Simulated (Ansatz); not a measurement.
## MgO (Periclase, Fm-3m): the cell at rest

Aim: bring MgO (Periclase, Fm-3m) to small forces and stress, as phonons need.

Program: Ansatz 0.2.0. Level of theory: DFT PBEsol, scalar-relativistic, plane waves, PAW. Results are calculated unless marked as measured.

Experimental background.

For MgO, rock salt (commercial single-crystal MgO(001) substrate), “Fully strained epitaxial Ti1-xMgxN(001) layers” (2019, arxiv:1901.10525) gives, by XRD reciprocal space map, 113 reflection: lattice constant a (cubic lattice constant of substrate) 4.212 ± 0.001 Å.

“Electronic structure of alkaline earth and post-transition metal oxides” (2009, arxiv:0908.1581) quotes from earlier work for MgO, rocksalt (bulk crystal): band gap (literature experimental gap) 7.83 eV [Literature value based on experiment; other listed experimental values range from 7.7 to …].

The database entry behind the starting cell differs from later determinations by our own check (about 0.1 % long), so it need not match the best structure at ambient conditions.

**1. Starting point**

The structure is cubic, space group Fm-3m (No. 225). Conventional cell: a = 4.217 Å, b = 4.217 Å, c = 4.217 Å, α = 90.00°, β = 90.00°, γ = 90.00°. Nearest to Mg lie 6 O at 2.11 Å. O has 6 Mg at 2.11 Å nearest. Farther neighbours and most contacts between anions are not listed.

**2. Probe on a coarse mesh**

First a cheap look: the gap decides the mesh and the occupations, the pressure tells how far the cell has to move.

Input file input.yaml:

```yaml
crystal:
  lattice:
    - [0.0, 2.1085, 2.1085]
    - [2.1085, 0.0, 2.1085]
    - [2.1085, 2.1085, 0.0]
  atoms:
    - { symbol: Mg, position: [0.0, 0.0, 0.0] }
    - { symbol: O, position: [0.5, 0.5, 0.5] }
kpoints:
  mp_grid: { grid: [8, 8, 8] }
hamiltonian:
  xc: pbesol
scf:
  occupations: { method: gaussian, width: 0.1 }
output:
  forces: true
  stress: true
  eigenvalues: true
```

On the command line:

```
> ansatz run input.yaml --threads 4 --pin off --max-ram 7168MiB --backend cpu --events-out ev --progress --plain --runs-dir out
```

Numbers of over 12 decimals in the logs are rounded to 6 here.

The program printed:

```text
Engine: ansatz 0.2.0, aarch64-unknown-linux-gnu
Pseudopotentials: kind: paw
Pseudopotential: Mg, paw, valence charge 10, recommended cutoff 420 eV (normal), Mg.paw.azcp
Pseudopotential: O, paw, valence charge 6, recommended cutoff 420 eV (normal), O.paw.azcp
Functional definition: PBEsol
  exchange = pbesol_x
  correlation = pbesol_c
Crystal: 2 atoms, lattice volume = 18.748 Å³
[...]
--- Band table (eV; the first three rows and the last of 29) ---
  k-point 0: bands = [... 4 lower, -9.2065, 7.9701, 7.9701, 7.9701, 12.5702, 23.6251, 23.6251, 23.6251]
  k-point 1: bands = [... 4 lower, -9.0358, 7.0020, 7.8664, 7.8664, 13.4911, 21.9147, 23.9798, 23.9798]
  k-point 2: bands = [... 4 lower, -8.5929, 5.2857, 7.6287, 7.6287, 14.9280, 20.3712, 24.4681, 24.4681]
  k-point 28: bands = [... 4 lower, -7.5783, 4.9992, 4.9992, 6.1860, 19.4541, 19.4541, 20.0034, 23.3253]
[key lines of the parts left out:]
SCF converged after 6 iterations
Free energy (F): -2475.871286 eV
Fermi energy:    10.271355 eV
P = ⅓ Tr σ = -0.3264 GPa (-3.264 kbar)
```

Elapsed: 0.4 s, on 4 threads of Arm Neoverse V1, shared host; peak memory 0.24 GiB; 0.95 s of CPU time.

This step gave:

```
pressure           : -0.3264 GPa
gap on the k-mesh  : 4.600 eV
volume per atom    : 9.374 Å³
direct gap on mesh : 4.600 eV
```

The coarse mesh shows a gap of 4.60 eV and a pressure of -0.3 GPa.

**3. Relaxation**

The cell and atoms are relaxed, since residual forces and stress would shift the frequencies.

input.yaml, the sections that differ from step 2:

```yaml
kpoints:
  mp_grid: { grid: [10, 10, 10] }
scf:
  occupations: { method: gaussian, width: 0.02 }
output:
  forces: true
  stress: true
  eigenvalues: true
  write_density: true
  write_potential: true
  elf: true
  volumetric_format: npy
relax:
  adjacent_minimum: "off"
  f_tol: 0.005
  max_steps: 80
  cell: { stress_tol: 0.05 }
# crystal, hamiltonian: as in step 2
```

The program printed:

```text
[...]
Crystal: 2 atoms, lattice volume = 18.748 Å³
Basis set: ecut = 420 eV, 339 PW (Γ), exchange–correlation on 40×40×40 points (8 copies of the dense FFT grid, shifted against one another)
Bands: 12, of which v1, the nominal top of the filled ones, is band 8 counted from 1 (7 counted from 0)
Symmetry: 48 space group operations
[...]
k-points: 47 of 1000
[...]
SCF iter   1: F=—  HF=-2475.880354 eV  |F-HF|=—  |Δ(HF+E_count)|=         —  Δρ=1.45e-2  dr2=3.12e-2  ethr=1.77e-3  ⟨swp⟩=6.0  Hψ=3318  notcnv=0
[...]
SCF iter   6: F=-2475.871378 eV  HF=-2475.871378 eV  |F-HF|=3.64e-10  |Δ(HF+E_count)|=   6.99e-8  Δρ=3.94e-6  dr2=1.48e-9  ethr=6.25e-10  ⟨swp⟩=8.7  Hψ=3743  notcnv=0
SCF 1 converged in 6 iterations: F = -2475.871378 eV  dr2 = 1.48e-9
[...]
relax step   1: F+E_penalty+E_count = -2475.87137807 eV  Δ(F+E_penalty+E_count) = +0.000e0 eV  max|allowed force component| = 6.015e-30 eV/Å  Δτ_max = 0.0000 Å  P = -0.321 GPa  Ω = 18.748 Å³  (6 SCF iters, dr2 threshold 1.00e-7 eV, accepted)
Crystal: 2 atoms, lattice volume = 18.732 Å³
[...]
iter 1 solved again at ethr=7.00e-9 eV; its pass at ethr=3.10e-3 eV (dr2=1.12e-6 eV) is discarded
[...]
SCF iter   6: F=-2475.871469 eV  HF=-2475.871469 eV  |F-HF|=4.55e-13  |Δ(HF+E_count)|=  9.09e-13  Δρ=9.37e-9  dr2=6.32e-15  ethr=1.00e-12  ⟨swp⟩=3.7  Hψ=2136  notcnv=0
SCF 2 converged in 6 iterations: F = -2475.871469 eV  dr2 = 6.32e-15
relax step   2: F+E_penalty+E_count = -2475.87146915 eV  Δ(F+E_penalty+E_count) = -9.108e-5 eV  max|allowed force component| = 2.457e-30 eV/Å  Δτ_max = 0.0000 Å  P = -0.180 GPa  Ω = 18.732 Å³  energy of the carried Pulay correction = +6.598e-5 eV  (6 SCF iters, dr2 threshold 2.00e-7 eV, accepted)
Crystal: 2 atoms, lattice volume = 18.711 Å³
[...]
SCF iter   6: F=-2475.871565 eV  HF=-2475.871565 eV  |F-HF|=4.55e-13  |Δ(HF+E_count)|=  1.36e-12  Δρ=7.65e-9  dr2=4.46e-15  ethr=1.00e-12  ⟨swp⟩=3.4  Hψ=2103  notcnv=0
SCF 3 converged in 6 iterations: F = -2475.871565 eV  dr2 = 4.46e-15
relax step   3: F+E_penalty+E_count = -2475.87156501 eV  Δ(F+E_penalty+E_count) = -9.585e-5 eV  max|allowed force component| = 6.730e-30 eV/Å  Δτ_max = 0.0000 Å  P = +0.000 GPa  Ω = 18.711 Å³  energy of the carried Pulay correction = +1.503e-4 eV  (6 SCF iters, accepted)
[...]
SCF iter   8: F=-2475.871400 eV  HF=-2475.871400 eV  |F-HF|=0.00e0  |Δ(HF+E_count)|=    0.00e0  Δρ=6.76e-11  dr2=4.28e-19  ethr=1.00e-12  ⟨swp⟩=2.0  Hψ=1368  notcnv=0
SCF 4 converged in 8 iterations: F = -2475.871400 eV  dr2 = 4.28e-19
relax step   4: F+E_penalty+E_count = -2475.87139958 eV  Δ(F+E_penalty+E_count) = +1.654e-4 eV  max|allowed force component| = 7.100e-30 eV/Å  Δτ_max = 0.0000 Å  P = -0.016 GPa  Ω = 18.711 Å³  stress off target by 1.63e-2 GPa  SCF on the basis re-selected at this cell (its energy is not comparable with the rows above)  (8 SCF iters)
basis re-selected at this cell: Δ(F+E_penalty+E_count) = +1.654e-4 eV, ΔP = -0.016 GPa vs the last step (what re-selecting the basis moved, of the pressure what is left beyond the Pulay correction that the steps carried, after the strain that the cell walked since its last selection, with what the two solves' SCF thresholds leave and, on support functions, any second-order correction that the steps lacked; it is no m [...]
SCF converged after 8 iterations
Free energy (F): -2475.871400 eV
[...]
Internal energy: -2475.871400 eV  (E = F + TS)
E sigma→0 (E₀):  -2475.871400 eV
Fermi energy:    10.303676 eV
[...]
--- Stress (GPa, compression-positive) ---
       -0.016274      -0.000000      -0.000000
       -0.000000      -0.016274      -0.000000
       -0.000000      -0.000000      -0.016274
  P = ⅓ Tr σ = -0.0163 GPa (-0.163 kbar)
--- Band table (eV; the first three rows and the last of 47) ---
  k-point 0: bands = [... 4 lower, -9.1923, 7.9942, 7.9942, 7.9942, 12.6131, 23.6601, 23.6601, 23.6601]
  k-point 1: bands = [... 4 lower, -9.0814, 7.3319, 7.9262, 7.9262, 13.2474, 22.3825, 23.8982, 23.8982]
  k-point 2: bands = [... 4 lower, -8.7767, 5.9978, 7.7541, 7.7541, 14.4410, 20.8648, 24.3786, 24.3786]
  k-point 46: bands = [... 4 lower, -7.5644, 4.6328, 5.4450, 6.2461, 18.8458, 19.7253, 20.0335, 23.7838]
--- Relaxed structure (3 steps of the walk, 3 accepted, 1 SCFs on fresh bases) ---
  F+E_penalty+E_count = -2475.87139958 eV   max|allowed force component| = 7.100e-30 eV/Å   (the final SCF, on the basis selected at the relaxed cell)
  cell:  # Å, volume = 18.7113 Å³
    - [0, 2.107129, 2.107129]
    - [2.107129, 0, 2.107129]
    - [2.107129, 2.107129, 0]
  atoms:
    - { symbol: Mg, position: [0, 0, 0] }
    - { symbol: O, position: [0.5, 0.5, 0.5] }
```

Run time: 1.5 s. Hardware: 4 threads; peak memory 0.28 GiB.

Little changed from the start: no atom moved by 0.005 Å and no cell edge by 0.1 %.

This step gave:

| Quantity | Value |
| --- | --- |
| pressure | -0.01627 GPa |
| gap on the k-mesh | 4.619 eV |
| volume per atom | 9.356 Å³ |
| direct gap on mesh | 4.619 eV |

ELF in the ac plane of the conventional cell at fractional y = 0.000, with atoms of Mg and O within 0.2 Å of it. It is the smooth field of the valence electrons, not physical close to the nuclei.

Ten even steps from '_' (0.06) to '@' (0.81), each cell a mean:
```
--==..::%%@@##**@@@@++__----
--::__..**@@@@@@@@%%==__..--
..______--**%%%%##++..______
++++--..__..::::::..__..==++
@@@@##--____......__..++%%@@
%%@@@@++__::====--..::##@@@@
==%%@@++..----::==..::%%@@**
**@@@@++__------==..::%%@@##
@@@@%%==__..----::__..**@@@@
%%##++..______..______--**%%
::::..__..==++++++--..__..::
....__..++%%@@@@@@##--____..
==--..::##@@@@%%@@@@++__::==
::==..::%%@@**==%%@@++..----
```
Columns run along a (4.2 Å), rows up along c (4.2 Å), edges of the conventional cell, whose origin can differ from the input's. Atoms in or near the plane, at fractional coordinates: Mg at (0.00, 0.00), Mg at (0.50, 0.50), O at (0.50, 0.00), O at (0.00, 0.50).

Electrostatic potential energy in the ac plane of the conventional cell at fractional y = 0.000, with atoms of Mg and O within 0.2 Å of it. With pseudopotentials it is smooth inside the atoms' cores, unlike the true potential.

Ten even steps from '_' (-65 eV) to '@' (11 eV), each cell a mean:
```
__::##@@@@**==--++%%@@%%++__
==**%%@@@@@@****##@@@@@@##++
%%%%@@@@@@@@@@@@@@@@@@@@@@%%
@@@@@@@@@@@@@@@@@@@@@@@@@@@@
%%@@@@@@@@%%##**##@@@@@@@@%%
==**@@@@%%**::..==##@@@@##++
::==%%@@%%==____..**@@@@**--
--++%%@@%%++____::##@@@@**==
**##@@@@@@##++==**%%@@@@@@**
@@@@@@@@@@@@%%%%%%@@@@@@@@@@
@@@@@@@@@@@@@@@@@@@@@@@@@@@@
**##@@@@@@@@%%%%@@@@@@@@%%##
..==##@@@@##++==**@@@@%%**::
__..**@@@@**--::==%%@@%%==__
```
Columns run along a (4.2 Å; values clipped at the 3rd and 97th percentile), rows up along c (4.2 Å), edges of the conventional cell, whose origin can differ from the input's. Atoms in or near the plane, at fractional coordinates: Mg at (0.00, 0.00), Mg at (0.50, 0.50), O at (0.50, 0.00), O at (0.00, 0.50).

Valence density in the ac plane of the conventional cell at fractional y = 0.000, with atoms of Mg and O within 0.2 Å of it. It is the smooth field of the valence electrons, not physical close to the nuclei.

Values in e/Å³, 14 rows by 14 columns, each cell a mean:
```
19  7  1  0  1  2  5  6  4  1  0  0  3 13
 4  1  0  0  0  1  2  3  2  1  0  0  1  3
 0  0  0  0  0  0  1  1  1  0  0  0  0  0
 0  0  0  0  0  0  0  0  0  0  0  0  0  0
 2  1  0  0  0  0  1  1  1  0  0  0  1  1
 5  3  1  0  0  1  7 11  4  1  0  1  2  4
 7  5  2  0  0  4 19 26 11  1  0  1  3  6
 6  4  1  0  0  3 13 19  7  1  0  1  2  5
 3  2  1  0  0  1  3  4  1  0  0  0  1  2
 1  1  0  0  0  0  0  0  0  0  0  0  0  1
 0  0  0  0  0  0  0  0  0  0  0  0  0  0
 1  1  0  0  0  1  1  2  1  0  0  0  0  1
11  4  1  0  1  2  4  5  3  1  0  0  1  7
26 11  1  0  1  3  6  7  5  2  0  0  4 19
```
Columns run along a (4.2 Å), rows up along c (4.2 Å), edges of the conventional cell, whose origin can differ from the input's. Atoms in or near the plane, at fractional coordinates: Mg at (0.00, 0.00), Mg at (0.50, 0.50), O at (0.50, 0.00), O at (0.00, 0.50).

In this step the volume went from 9.37 to 9.36 Å³/atom.

**4. Relaxing to small forces for the phonons**

Phonons need a cell at rest on their own settings, so the relaxation is repeated with tight tolerances on forces and stress, using the mesh and the filling of the phonon run that follows.

input.yaml, the sections that differ from step 3:

```yaml
crystal:
  lattice:
    - [0.0, 2.1071294975, 2.1071294975]
    - [2.1071294975, 0.0, 2.1071294975]
    - [2.1071294975, 2.1071294975, 0.0]
  atoms:
    - { symbol: Mg, position: [0.0, 0.0, 0.0] }
    - { symbol: O, position: [0.5, 0.5, 0.5] }
kpoints:
  mp_grid: { grid: [12, 12, 12] }
scf:
  occupations: { method: fixed }
relax:
  adjacent_minimum: "off"
  f_tol: 0.001
  max_steps: 60
  cell: { stress_tol: 0.01 }
# hamiltonian, output: as in step 3
```

The program printed:

```text
[...]
Crystal: 2 atoms, lattice volume = 18.711 Å³
Basis set: ecut = 420 eV, 339 PW (Γ), exchange–correlation on 40×40×40 points (8 copies of the dense FFT grid, shifted against one another)
Bands: 12, of which v1, the nominal top of the filled ones, is band 8 counted from 1 (7 counted from 0)
Symmetry: 48 space group operations
[...]
k-points: 72 of 1728
[...]
k-point 71: bands = [... 4 lower, -7.5577, 5.0176, 5.0176, 6.2069, 19.4920, 19.4920, 20.0516, 23.3758]
--- Relaxed structure (2 steps of the walk, 2 accepted, 1 SCFs on fresh bases) ---
[...]
cell:  # Å, volume = 18.7107 Å³
    - [0, 2.107106, 2.107106]
    - [2.107106, 0, 2.107106]
    - [2.107106, 2.107106, 0]
  atoms:
    - { symbol: Mg, position: [0, 0, 0] }
    - { symbol: O, position: [0.500000, 0.500000, 0.500000] }
[key lines of the parts left out:]
SCF converged after 6 iterations
Free energy (F): -2475.871485 eV
Fermi energy:    7.994627 eV
P = ⅓ Tr σ = -0.0074 GPa (-0.074 kbar)
```

It took 1.4 s on 4 threads; peak memory 0.28 GiB.

Little changed from the start: no atom moved by 0.005 Å and no cell edge by 0.1 %.

Numbers from this step:

* pressure: -0.007375 GPa
* volume per atom: 9.355 Å³

Valence density in the ac plane of the conventional cell at fractional y = 0.000, with atoms of Mg and O within 0.2 Å of it. It is the smooth field of the valence electrons, not physical close to the nuclei.

Ten steps, logarithmic in the rise over the least value, from '0' (0 e/Å³) to '9' (26 e/Å³), each cell a mean:
```
97202466531158
53001345420025
10000122210001
11000001000001
33100023100123
65310378610245
76311599831256
65311589720246
54200255300134
22100011000012
10000011100000
31001233310002
86102456531037
98312567631159
```
Columns run along a (4.2 Å), rows up along c (4.2 Å), edges of the conventional cell, whose origin can differ from the input's. Atoms in or near the plane, at fractional coordinates: Mg at (0.00, 0.00), Mg at (0.50, 0.50), O at (0.50, 0.00), O at (0.00, 0.50).

Electrostatic potential energy in the ac plane of the conventional cell at fractional y = 0.000, with atoms of Mg and O within 0.2 Å of it. With pseudopotentials it is smooth inside the atoms' cores, unlike the true potential.

Ten even steps from '_' (-65 eV) to '@' (11 eV), each cell a mean:
```
__::##@@@@**==--++%%@@%%++__
==**%%@@@@@@****##@@@@@@##++
%%%%@@@@@@@@@@@@@@@@@@@@@@%%
@@@@@@@@@@@@@@@@@@@@@@@@@@@@
%%@@@@@@@@%%##**##@@@@@@@@%%
==**@@@@%%**::..==##@@@@##++
::==%%@@%%==____..**@@@@**--
--++%%@@%%++____::##@@@@**==
**##@@@@@@##++==**%%@@@@@@**
@@@@@@@@@@@@%%%%%%@@@@@@@@@@
@@@@@@@@@@@@@@@@@@@@@@@@@@@@
**##@@@@@@@@%%%%@@@@@@@@%%##
..==##@@@@##++==**@@@@%%**::
__..**@@@@**--::==%%@@%%==__
```
Columns run along a (4.2 Å; values clipped at the 3rd and 97th percentile), rows up along c (4.2 Å), edges of the conventional cell, whose origin can differ from the input's. Atoms in or near the plane, at fractional coordinates: Mg at (0.00, 0.00), Mg at (0.50, 0.50), O at (0.50, 0.00), O at (0.00, 0.50).

ELF in the ac plane of the conventional cell at fractional y = 0.000, with atoms of Mg and O within 0.2 Å of it. It is the smooth field of the valence electrons, not physical close to the nuclei.

Ten even steps from '0' (0.06) to '9' (0.81), each cell a mean:
```
34128976995033
32016999984013
10003688751000
55310122210145
99730011101589
89950244312799
48951332412896
69950333412897
99840133201699
87510001000368
22101455531012
11015899973001
43127998995024
24128964895133
```
Columns run along a (4.2 Å), rows up along c (4.2 Å), edges of the conventional cell, whose origin can differ from the input's. Atoms in or near the plane, at fractional coordinates: Mg at (0.00, 0.00), Mg at (0.50, 0.50), O at (0.50, 0.00), O at (0.00, 0.50).

The forces vanish by symmetry and the pressure is -0.007 GPa, within the tolerances set. The cell now holds 9.36 Å³/atom.

**5. Outcome**

```yaml
space_group_after_relaxation_within_0p01_a: Fm-3m
lattice_constant_a: 4.214 Å
lattice_constant_b: 4.214 Å
lattice_constant_c: 4.214 Å
volume_per_atom: 9.36 Å³
gap_on_the_k_mesh: 4.62 eV
```

The forces vanish by symmetry and the pressure is -0.007 GPa, within the tolerances set. The cell now holds 9.36 Å³/atom. The relaxation keeps the symmetry of its start, so it says nothing on stability against lower symmetry.

Calculation against experiment:

```
                 quantity  measured      PBEsol, PAW
   lattice constant a (Å)     4.212   4.214 (+0.1 %)
band gap (least gap) (eV)      7.83  4.62 (-3.21 eV)
```

Measured values from arxiv:1901.10525 (2019) and arxiv:0908.1581 (2009).

**Verdict.** The lattice constant a is off by +0.1 %: good agreement. The band gap is off by -3.21 eV: a clear miss. Local and semilocal functionals usually give gaps below the measured ones. Zero-point and thermal motion shift the measured gap. The grades are ours: good and fair within 0.7 and 1.5 % for the lattice constant a. For lattice constants the calculation has a static lattice, without zero-point motion or thermal expansion.

[Logs are printed without paths, hosts, clocks, repeated set-up lines and the standing remarks that a program may print on its own settings, such as how far it seeks lower states.]

[Hosts, paths, dates, database ids (printed as entryN), source tags and the programs' standing remarks are cut or masked in the printed files.]
